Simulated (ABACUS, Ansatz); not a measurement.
**Cost and result for the band gap of P**

```cif
data_structure
_symmetry_space_group_name_H-M 'Cmce'
_symmetry_Int_Tables_number 64
_cell_length_a 3.2955
_cell_length_b 10.9301
_cell_length_c 4.5436
_cell_angle_alpha 90.000
_cell_angle_beta 90.000
_cell_angle_gamma 90.000
_cell_volume 163.66
loop_
_atom_site_label
_atom_site_type_symbol
_atom_site_symmetry_multiplicity
_atom_site_Wyckoff_symbol
_atom_site_fract_x
_atom_site_fract_y
_atom_site_fract_z
_atom_site_occupancy
P1 P 8 f 0.50000 0.59586 0.58882 1
```

```csv
rung,level,program and potentials,cutoff (eV),k mesh,smearing,task,core time,chip,band gap (eV),miss (eV),notes
LDA,SVWN5,"Ansatz, Ansatz PAW",420,8 × 8 × 6,fermi-dirac 0.05,band structure,18 s,Arm Neoverse V1,no gap,no gap,"potentials made for PBE, which Ansatz adapts in part; from the band path"
GGA,PBEsol,"Ansatz, Ansatz PAW",420,8 × 8 × 6,fermi-dirac 0.05,density of states,18 s,Arm Neoverse V1,0.01,-0.32,"potentials made for PBE, which Ansatz adapts in part"
GGA,RPBE,"Ansatz, Ansatz PAW",420,8 × 8 × 6,fermi-dirac 0.05,band structure,34 s,Intel Xeon Skylake/Cascade Lake,0.16,-0.17,"potentials made for PBE, which Ansatz adapts in part"
meta-GGA,r2SCAN,"Ansatz, Ansatz PAW",500,8 × 8 × 6,fermi-dirac 0.05,band structure,53 s,Intel Xeon Skylake/Cascade Lake,0.23,-0.10,"potentials made for PBE, which Ansatz adapts in part"
GGA,PBE,"ABACUS, PseudoDojo NC SR 0.4.1 PBE standard, plane waves",599,8 × 8 × 6,fermi-dirac 0.05,single point,56 s,Intel Xeon 6975P-C Granite Rapids,0.09,-0.24,-
hybrid,PBE0,"Ansatz, Ansatz PAW",420,4 × 4 × 3,fermi-dirac 0.05,band structure,13 min,Intel Xeon Skylake/Cascade Lake,1.36,+1.03,"coarse mesh; potentials made for PBE, which Ansatz adapts in part"
hybrid,HSEsol,"Ansatz, Ansatz PAW",420,4 × 4 × 3,fermi-dirac 0.05,band structure,13 min,Intel Xeon Skylake/Cascade Lake,0.61,+0.28,"coarse mesh; potentials made for PBE, which Ansatz adapts in part"
hybrid,PBEsol0,"Ansatz, Ansatz PAW",420,4 × 4 × 3,fermi-dirac 0.05,band structure,13 min,Intel Xeon Skylake/Cascade Lake,1.27,+0.94,"coarse mesh; potentials made for PBE, which Ansatz adapts in part"
hybrid,r2SCAN0,"Ansatz, Ansatz PAW",500,4 × 4 × 3,fermi-dirac 0.05,band structure,18 min,Intel Xeon Skylake/Cascade Lake,1.43,+1.10,"coarse mesh; potentials made for PBE, which Ansatz adapts in part"
```

Times are single runs on shared hosts and different chips, so they are rough; meshes, cutoffs and the tasks' sizes weigh on the time. All rows: no spin polarisation. Gaps are the least found on the k mesh or the band path, and a mesh can miss the band edges. Smearing widths are in eV. The cell comes from a database and isn't always the measured one. Meshes differ between rows, which moves values too. All levels ran on this one cell, unrelaxed unless noted. Meshes are those of the run's cell of 4 atoms unless a note names another. Misses use the values as printed. Runs on faulty files, with rough fits or with known faults for this quantity aren't shown. No row holds spin-orbit coupling.

By rung: LDA no gap; GGA 0.01 to 0.16; meta-GGA 0.23; hybrid on coarse meshes 0.61 to 1.43 (eV). Measured: 0.33 eV at 300 K (pmc:9106664, doi:10.1038/s41467-022-30341-4). Closest, coarse meshes and atomic bases left aside, is r2SCAN (-0.10 eV), and PBE misses by -0.24 eV on plain settings. LDA and GGA gaps fall short mostly because these functionals lack the derivative discontinuity; the runs are for a static lattice, while measurements hold temperature and zero-point motion.
